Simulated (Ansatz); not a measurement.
# HfO2: the cost of one run

Computed with Ansatz 0.2.0 (DFT PBEsol, scalar-relativistic, plane waves, PAW, unless a step's input says otherwise).

## (1) The system as given

It takes space group Pbca (No. 61, orthorhombic). The conventional cell has a = 5.060 Å, b = 10.017 Å, c = 5.228 Å, α = 90.00°, β = 90.00°, γ = 90.00°. Hf (site symmetry 1) has 7 O at 2.06 to 2.21 Å as nearest neighbours. O (site symmetry 1) has 3 Hf at 2.06 to 2.18 Å as nearest neighbours. O (site symmetry 1) is surrounded by 4 Hf at 2.12 to 2.21 Å.

As a file:

```cif
data_structure
_symmetry_space_group_name_H-M 'Pbca'
_symmetry_Int_Tables_number 61
_cell_length_a 5.0598
_cell_length_b 10.0172
_cell_length_c 5.2276
_cell_angle_alpha 90.000
_cell_angle_beta 90.000
_cell_angle_gamma 90.000
_cell_volume 264.96
loop_
_atom_site_label
_atom_site_type_symbol
_atom_site_symmetry_multiplicity
_atom_site_Wyckoff_symbol
_atom_site_fract_x
_atom_site_fract_y
_atom_site_fract_z
_atom_site_occupancy
Hf1 Hf 8 c 0.74660 0.88410 0.96560 1
O1 O 8 c 0.86200 0.79600 0.62000 1
O2 O 8 c 0.51000 0.97700 0.25000 1
```

The structure rests on an entry of the Crystallography Open Database; cell or positions may have been set otherwise for this series.

## (2) Relaxing cell and atoms: HfO2, no spin

File input.yaml:

```yaml
crystal:
  lattice:
    - [5.0598, 0.0, 0.0]
    - [0.0, 10.0172, 0.0]
    - [0.0, 0.0, 5.2276]
  atoms:
    - { symbol: Hf, position: [0.7466, 0.8841, 0.9656] }
    - { symbol: Hf, position: [0.2466, 0.6159, 0.0344] }
    - { symbol: Hf, position: [0.2534, 0.3841, 0.5344] }
    - { symbol: Hf, position: [0.7534, 0.1159, 0.4656] }
    - { symbol: Hf, position: [0.2534, 0.1159, 0.0344] }
    - { symbol: Hf, position: [0.7534, 0.3841, 0.9656] }
    - { symbol: Hf, position: [0.7466, 0.6159, 0.4656] }
    - { symbol: Hf, position: [0.2466, 0.8841, 0.5344] }
    - { symbol: O, position: [0.862, 0.796, 0.62] }
    - { symbol: O, position: [0.362, 0.704, 0.38] }
    - { symbol: O, position: [0.138, 0.296, 0.88] }
    - { symbol: O, position: [0.638, 0.204, 0.12] }
    - { symbol: O, position: [0.138, 0.204, 0.38] }
    - { symbol: O, position: [0.638, 0.296, 0.62] }
    - { symbol: O, position: [0.862, 0.704, 0.12] }
    - { symbol: O, position: [0.362, 0.796, 0.88] }
    - { symbol: O, position: [0.51, 0.977, 0.25] }
    - { symbol: O, position: [0.01, 0.523, 0.75] }
    - { symbol: O, position: [0.49, 0.477, 0.25] }
    - { symbol: O, position: [0.99, 0.023, 0.75] }
    - { symbol: O, position: [0.49, 0.023, 0.75] }
    - { symbol: O, position: [0.99, 0.477, 0.25] }
    - { symbol: O, position: [0.51, 0.523, 0.75] }
    - { symbol: O, position: [0.01, 0.977, 0.25] }
scf:
  occupations: { method: fixed }
output:
  forces: true
  stress: true
  eigenvalues: true
  write_density: true
  write_potential: true
  elf: true
  volumetric_format: npy
hamiltonian:
  xc: pbesol
basis:
  ecutwfc: 600
kpoints:
  mp_grid: { grid: [2, 4, 4] }
relax:
  f_tol: 0.003
  max_steps: 80
  cell: { stress_tol: 0.05 }
```

On the command line:

```bash
> ansatz run input.yaml --threads 6 --pin off --max-ram 16384MiB --backend cpu --events-out ev --progress --plain --runs-dir out
```

What time and memory should one allow on 6 threads of Arm Neoverse N1, shared host?

About 5.3 min, with a peak of 2.9 GiB.
